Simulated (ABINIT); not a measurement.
## LiF (Griceite): G0W0 in ABINIT against the screening cutoff in the self-energy

Aim: move the screening cutoff in the self-energy of a G0W0 run on LiF (Griceite) over a wide range.

Calculated with ABINIT 10.8.3; LDA and many-body steps on it, plane waves.

## Step 1: The structure

Symmetry: Fm-3m, No. 225, cubic system. Conventional cell: a = 4.028 Å, b = 4.028 Å, c = 4.028 Å, α = 90.00°, β = 90.00°, γ = 90.00°. Li has 6 F at 2.01 Å nearest. F has 6 Li at 2.01 Å nearest. Farther neighbours and most contacts between anions are not listed.

The cell and positions come from the Crystallography Open Database and are kept as given unless a step says otherwise.

## Step 2: Screening, 6×6×6 mesh, 53 bands, screening to 217.7 eV

This step: ABINIT 10.8.3; RPA screening on LDA, plane waves, norm-conserving pseudopotentials.

The RPA dielectric matrix is built and inverted for each q.

Contents of run.abi:

```
acell 3*1.0 Angstrom
rprim 
  0.000000000000 2.014000000000 2.014000000000
  2.014000000000 0.000000000000 2.014000000000
  2.014000000000 2.014000000000 -0.000000000000
ntypat 2
znucl 3 9
natom 2
typat 1 2
xred 
  0.000000000000 0.000000000000 0.000000000000
  0.500000000000 0.500000000000 0.500000000000
pp_dirpath "pseudos"
pseudos "Li.upf, F.upf"
ecut 36
ngkpt 6 6 6
nshiftk 1
shiftk 0 0 0
kptopt 1
chksymbreak 0
istwfk *1
occopt 1
irdwfk 1
optdriver 3
nband 53
ecuteps 8
inclvkb 2
awtr 1
symchi 1
indata_prefix "in"
outdata_prefix "out"
tmpdata_prefix "tmp"
```

Started as:

```bash
OMP_NUM_THREADS=1 mpirun -n 4 abinit run.abi > log
```

Log:

```text
.Version 10.8.3 of ABINIT. v10.8.2 released Aug 2026.

 Symmetries : space group Fm -3 m (#225); Bravais cF (face-center cubic)
[... echo of the input left out ...]
== DATASET  1 ==================================================================
-   mpi_nproc: 4, omp_nthreads: 1 (-1 if OMP is not activated)

--- !DatasetInfo
iteration_state: {dtset: 1, }
dimensions: {natom: 2, nkpt: 16, mband: 53, nsppol: 1, nspinor: 1, nspden: 1, mpw: 1158, }
cutoff_energies: {ecut:  36.0, pawecutdg:  -1.0, }
electrons: {nelect:   1.00000000E+01, charge:   0.00000000E+00, occopt:   1.00000000E+00, tsmear:   1.00000000E-02, }

 SCREENING: Calculation of the susceptibility and dielectric matrices

 Based on a program developped by R.W. Godby, V. Olevano, G. Onida, and L. Reining.
 Incorporated in ABINIT by V. Olevano, G.-M. Rignanese, and M. Torrent.
.Using double precision arithmetic ; gwpc =  8

[... cell and pseudopotentials left out ...]
--------------------------------------------------------------------------------

 ==== K-mesh for the wavefunctions ====
 Number of points in the irreducible wedge :    16
[... list of points left out ...]
 Together with 48 symmetry operations and time-reversal symmetry
 yields   216 points in the full Brillouin Zone.

 ==== Q-mesh for the screening function ====
 Number of points in the irreducible wedge :    16
[... list of points left out ...]
 Together with 48 symmetry operations and time-reversal symmetry
 yields   216 points in the full Brillouin Zone.

 setmesh: FFT mesh size selected  =    24x   24x   24
          total number of points  =        13824

 vcoul_init : cutoff-mode = AUXILIARY_FUNCTION
 q-points for optical limit:   1
     1)      0.000010    0.000020    0.000030

- screening: taking advantage of time-reversal symmetry
- Maximum band index for partially occupied states nbvw = 5
- Remaining bands to be divided among processors   nbcw = 48
- Number of bands treated by each node ~12

 Number of electrons calculated from density =   10.0000; Expected =   10.0000
 average of density, n =  0.090697
 r_s =    1.3807
 omega_plasma =   29.0505 [eV]

 calculating chi0 at frequencies [eV] :
  1    0.000000E+00    0.000000E+00
  2    0.000000E+00    2.905047E+01

--------------------------------------------------------------------------------
  q-point number  1        q = ( 0.000000, 0.000000, 0.000000) [r.l.u.]
--------------------------------------------------------------------------------
[... chi0 elements left out ...]
 For q-point:  0.000010 0.000020 0.000030
  dielectric constant =   2.0224
  dielectric constant without local fields =   2.1334

  Average fulfillment of the sum rule on Im[epsilon] for q-point    1 :     64.23  [%]
[... wings left out ...]
  q-point number  2        q = ( 0.166667, 0.000000, 0.000000) [r.l.u.]
--------------------------------------------------------------------------------
[... chi0 elements left out ...]
  Average fulfillment of the sum rule on Im[epsilon] for q-point    2 :     83.29  [%]

 [... 14 further q-points ...]
```

Run time: 24 s. Hardware: 4 MPI ranks of Arm Neoverse V1, shared host; peak memory 0.56 GiB; 94 s of CPU time.

Numbers from this step:

```
ε∞ with local fields, on this mesh, along the program's q direction : 2.022
the same without local fields                                       : 2.133
plasma frequency                                                    : 29.05 eV
plane waves in the screening matrix                                 : 113
```

Local fields lower ε∞ by 5 %.

## Step 3: 0.8 Ha

This step: G0W0 on LDA, plane waves, norm-conserving pseudopotentials.

Changes to run.abi since step 2:

```diff
@@ -23,8 +23,15 @@
 irdwfk 1
-optdriver 3
+optdriver 4
 nband 53
-ecuteps 8
-inclvkb 2
-awtr 1
-symchi 1
+gwcalctyp 0
+ecutsigx 36
+symsigma 1
+nkptgw 1
+kptgw 
+  0.0000000000 0.0000000000 0.0000000000
+bdgw 
+  3 9
+ecuteps 0.8
+irdscr 1
+ppmodel 1
 indata_prefix "in"
```

Log:

```text
.Version 10.8.3 of ABINIT. v10.8.2 released Aug 2026.

 Symmetries : space group Fm -3 m (#225); Bravais cF (face-center cubic)
[... echo of the input left out ...]
== DATASET  1 ==================================================================
-   mpi_nproc: 4, omp_nthreads: 1 (-1 if OMP is not activated)

--- !DatasetInfo
iteration_state: {dtset: 1, }
dimensions: {natom: 2, nkpt: 16, mband: 53, nsppol: 1, nspinor: 1, nspden: 1, mpw: 1158, }
cutoff_energies: {ecut:  36.0, pawecutdg:  -1.0, }
electrons: {nelect:   1.00000000E+01, charge:   0.00000000E+00, occopt:   1.00000000E+00, tsmear:   1.00000000E-02, }

 SIGMA: Calculation of the GW corrections

 Based on a program developped by R.W. Godby, V. Olevano, G. Onida, and L. Reining.
 Incorporated in ABINIT by V. Olevano, G.-M. Rignanese, and M. Torrent.
.Using double precision arithmetic ; gwpc =  8

[... cell and pseudopotentials left out ...]
--------------------------------------------------------------------------------

 ==== K-mesh for the wavefunctions ====
 Number of points in the irreducible wedge :    16
[... list of points left out ...]
 Together with 48 symmetry operations and time-reversal symmetry
 yields   216 points in the full Brillouin Zone.

 ==== Q-mesh for screening function ====
 Number of points in the irreducible wedge :    16
[... list of points left out ...]
 Together with 48 symmetry operations and time-reversal symmetry
 yields   216 points in the full Brillouin Zone.

 vcoul_init : cutoff-mode = AUXILIARY_FUNCTION
 q-points for optical limit:   1
     1)      0.000010    0.000020    0.000030
 setmesh: FFT mesh size selected  =    30x   30x   30
          total number of points  =        27000

 Number of electrons calculated from density =   10.0000; Expected =   10.0000
 average of density, n =  0.090697
 r_s =    1.3807
 omega_plasma =   29.0505 [eV]

 === KS Band Gaps ===
  >>>> For spin  1
   Minimum direct gap =   8.8641 [eV], located at k-point      :   0.0000  0.0000  0.0000
   Fundamental gap    =   8.8641 [eV], Top of valence bands at :   0.0000  0.0000  0.0000
                                       Bottom of conduction at :   0.0000  0.0000  0.0000
 SIGMA fundamental parameters:
 PLASMON POLE MODEL  1
 number of plane-waves for SigmaX                 1139
 number of plane-waves for SigmaC and W              1
 number of plane-waves for wavefunctions          1139
 number of bands                                    53
 number of independent spin polarizations            1
 number of spinorial components                      1
 number of k-points in IBZ                          16
 number of q-points in IBZ                          16
 number of symmetry operations                      48
 number of k-points in BZ                          216
 number of q-points in BZ                          216
 number of frequencies for dSigma/dE                 9
 frequency step for dSigma/dE [eV]                0.25
 number of omega for Sigma on real axis              0
 max omega for Sigma on real axis  [eV]           0.00
 zcut for avoiding poles [eV]                     0.10

 EPSILON^-1 parameters (SCR file):
 dimension of the eps^-1 matrix on file            113
 dimension of the eps^-1 matrix used                 1
 number of plane-waves for wavefunctions          1139
 number of bands                                    53
 number of q-points in IBZ                          16
 number of frequencies                               2
 number of real frequencies                          1
 number of imag frequencies                          1

 matrix elements of self-energy operator (all in [eV])

 Perturbative Calculation

--- !SelfEnergy_ee
iteration_state: {dtset: 1, }
kpoint     : [   0.000,    0.000,    0.000, ]
spin       : 1
KS_gap     :    8.864
QP_gap     :   16.492
Delta_QP_KS:    7.628
data: !SigmaeeData |
     Band     E0 <VxcDFT>   SigX SigC(E0)      Z dSigC/dE  Sig(E)    E-E0       E
        3  -1.366 -22.703 -30.606   2.529   0.912  -0.096 -27.604  -4.901  -6.267
        4  -1.366 -22.703 -30.606   2.529   0.912  -0.096 -27.604  -4.901  -6.267
        5  -1.366 -22.703 -30.606   2.529   0.912  -0.096 -27.604  -4.901  -6.267
        6   7.499 -12.219  -6.791  -2.452   0.917  -0.091  -9.491   2.727  10.226
        7  22.133 -10.804  -3.125  -2.931   0.904  -0.106  -6.512   4.292  26.425
        8  22.133 -10.804  -3.125  -2.931   0.904  -0.106  -6.512   4.292  26.425
        9  22.133 -10.804  -3.125  -2.931   0.904  -0.106  -6.512   4.292  26.425

== END DATASET(S) ==============================================================
================================================================================

 -outvars: echo values of variables after computation  --------
           etotal      0.0000000000E+00
            nband          53
             nkpt          16
          spgroup         225
 [... the other variables as echoed above ...]

 Calculation completed.
```

Run time: 2 s. Hardware: 4 MPI ranks; peak memory 0.12 GiB; 7.8 s of CPU time.

This step gave:

| Quantity | Value |
| --- | --- |
| G0W0 gap on the points computed | 16.49 eV |
| starting gap on the mesh | 8.864 eV |
| k of the valence top | 0, 0, 0 |
| k of the conduction bottom | 0, 0, 0 |
| Z at the valence top | 0.912 |
| Z at the conduction bottom | 0.917 |
| least direct G0W0 gap on the computed points | 16.49 eV |

## Step 4: 1.6 Ha

Changes to run.abi since step 3:

```diff
@@ -33,3 +33,3 @@
   3 9
-ecuteps 0.8
+ecuteps 1.6
 irdscr 1
```

Log:

```text
.Version 10.8.3 of ABINIT. v10.8.2 released Aug 2026.

 Symmetries : space group Fm -3 m (#225); Bravais cF (face-center cubic)
[... echo of the input left out ...]
== DATASET  1 ==================================================================
-   mpi_nproc: 4, omp_nthreads: 1 (-1 if OMP is not activated)

--- !DatasetInfo
iteration_state: {dtset: 1, }
dimensions: {natom: 2, nkpt: 16, mband: 53, nsppol: 1, nspinor: 1, nspden: 1, mpw: 1158, }
cutoff_energies: {ecut:  36.0, pawecutdg:  -1.0, }
electrons: {nelect:   1.00000000E+01, charge:   0.00000000E+00, occopt:   1.00000000E+00, tsmear:   1.00000000E-02, }

 SIGMA: Calculation of the GW corrections

 Based on a program developped by R.W. Godby, V. Olevano, G. Onida, and L. Reining.
 Incorporated in ABINIT by V. Olevano, G.-M. Rignanese, and M. Torrent.
.Using double precision arithmetic ; gwpc =  8

[... cell and pseudopotentials left out ...]
--------------------------------------------------------------------------------

 ==== K-mesh for the wavefunctions ====
 Number of points in the irreducible wedge :    16
[... list of points left out ...]
 Together with 48 symmetry operations and time-reversal symmetry
 yields   216 points in the full Brillouin Zone.

 ==== Q-mesh for screening function ====
 Number of points in the irreducible wedge :    16
[... list of points left out ...]
 Together with 48 symmetry operations and time-reversal symmetry
 yields   216 points in the full Brillouin Zone.

 vcoul_init : cutoff-mode = AUXILIARY_FUNCTION
 q-points for optical limit:   1
     1)      0.000010    0.000020    0.000030
 setmesh: FFT mesh size selected  =    30x   30x   30
          total number of points  =        27000

 Number of electrons calculated from density =   10.0000; Expected =   10.0000
[...]
number of q-points in BZ                          216
 number of frequencies for dSigma/dE                 9
 frequency step for dSigma/dE [eV]                0.25
 number of omega for Sigma on real axis              0
 max omega for Sigma on real axis  [eV]           0.00
 zcut for avoiding poles [eV]                     0.10

 EPSILON^-1 parameters (SCR file):
 dimension of the eps^-1 matrix on file            113
 dimension of the eps^-1 matrix used                15
 number of plane-waves for wavefunctions          1139
 number of bands                                    53
 number of q-points in IBZ                          16
 number of frequencies                               2
 number of real frequencies                          1
 number of imag frequencies                          1

 matrix elements of self-energy operator (all in [eV])

 Perturbative Calculation

--- !SelfEnergy_ee
iteration_state: {dtset: 1, }
kpoint     : [   0.000,    0.000,    0.000, ]
spin       : 1
KS_gap     :    8.864
QP_gap     :   14.146
Delta_QP_KS:    5.282
data: !SigmaeeData |
     Band     E0 <VxcDFT>   SigX SigC(E0)      Z dSigC/dE  Sig(E)    E-E0       E
        3  -1.366 -22.703 -30.606   3.904   0.860  -0.162 -26.144  -3.441  -4.807
        4  -1.366 -22.703 -30.606   3.904   0.860  -0.162 -26.144  -3.441  -4.807
        5  -1.366 -22.703 -30.606   3.904   0.860  -0.162 -26.144  -3.441  -4.807
        6   7.499 -12.219  -6.791  -3.372   0.895  -0.117 -10.378   1.841   9.339
        7  22.133 -10.804  -3.125  -4.062   0.872  -0.146  -7.649   3.155  25.288
        8  22.133 -10.804  -3.125  -4.062   0.872  -0.146  -7.649   3.155  25.288
        9  22.133 -10.804  -3.125  -4.062   0.872  -0.146  -7.649   3.155  25.288

== END DATASET(S) ==============================================================
================================================================================

 -outvars: echo values of variables after computation  --------
           etotal      0.0000000000E+00
            nband          53
             nkpt          16
          spgroup         225
 [... the other variables as echoed above ...]

 Calculation completed.
```

It took 2.1 s on 4 MPI ranks; peak memory 0.12 GiB; 8.3 s of CPU time.

Numbers from this step:

```
G0W0 gap on the points computed              : 14.15 eV
starting gap on the mesh                     : 8.864 eV
k of the valence top                         : 0, 0, 0
k of the conduction bottom                   : 0, 0, 0
Z at the valence top                         : 0.86
Z at the conduction bottom                   : 0.895
least direct G0W0 gap on the computed points : 14.15 eV
```

## Step 5: 2.8 Ha

The self-energy is evaluated for the states that the input lists, and the levels follow from it, in one-shot runs by the linearised quasiparticle equation.

Changes to run.abi since step 4:

```diff
@@ -33,3 +33,3 @@
   3 9
-ecuteps 1.6
+ecuteps 2.8
 irdscr 1
```

Log:

```text
.Version 10.8.3 of ABINIT. v10.8.2 released Aug 2026.

 Symmetries : space group Fm -3 m (#225); Bravais cF (face-center cubic)
[... echo of the input left out ...]
== DATASET  1 ==================================================================
-   mpi_nproc: 4, omp_nthreads: 1 (-1 if OMP is not activated)

--- !DatasetInfo
iteration_state: {dtset: 1, }
dimensions: {natom: 2, nkpt: 16, mband: 53, nsppol: 1, nspinor: 1, nspden: 1, mpw: 1158, }
cutoff_energies: {ecut:  36.0, pawecutdg:  -1.0, }
[...]
7  22.133 -10.804  -3.125  -4.117   0.873  -0.146  -7.696   3.109  25.242
        8  22.133 -10.804  -3.125  -4.117   0.873  -0.146  -7.696   3.109  25.242
        9  22.133 -10.804  -3.125  -4.117   0.873  -0.146  -7.696   3.109  25.242

== END DATASET(S) ==============================================================
================================================================================

 -outvars: echo values of variables after computation  --------
           etotal      0.0000000000E+00
            nband          53
             nkpt          16
          spgroup         225
 [... the other variables as echoed above ...]

 Calculation completed.
```

Run time: 2.1 s. Hardware: 4 MPI ranks; peak memory 0.12 GiB; 8.3 s of CPU time.

This step gave:

| Item | Value |
| --- | --- |
| G0W0 gap on the points computed | 13.82 eV |
| starting gap on the mesh | 8.864 eV |
| k of the valence top | 0, 0, 0 |
| k of the conduction bottom | 0, 0, 0 |
| least direct G0W0 gap on the computed points | 13.82 eV |

The gap on the mesh goes from 8.86 eV to 13.82 eV, a correction of +4.95 eV.

(Part 1 of 2 ends here.)

[Paths, hosts, dates, memory and timing lines, banners, echoed tables and standing remarks are left out of the program output.]

[Logs are printed without paths, hosts, clocks, repeated set-up lines and the standing remarks that a program may print on its own settings, such as how far it seeks lower states.]

[Runs of the session that timed out or met a known fault of the program may be left out.]

[Hosts, paths, dates, database ids (printed as entryN), source tags and the programs' standing remarks are cut or masked in the printed files.]

[G0W0 gaps are taken among the corrected bands and points alone; a level outside them can change the order at an edge.]

[Where Ansatz stands beside ABINIT at settings called matched, ABINIT's density can come from a denser mesh and the files from another edition; pairs whose starting gaps differed by over 0.03 eV were left out, so agreement reads better than it is.]
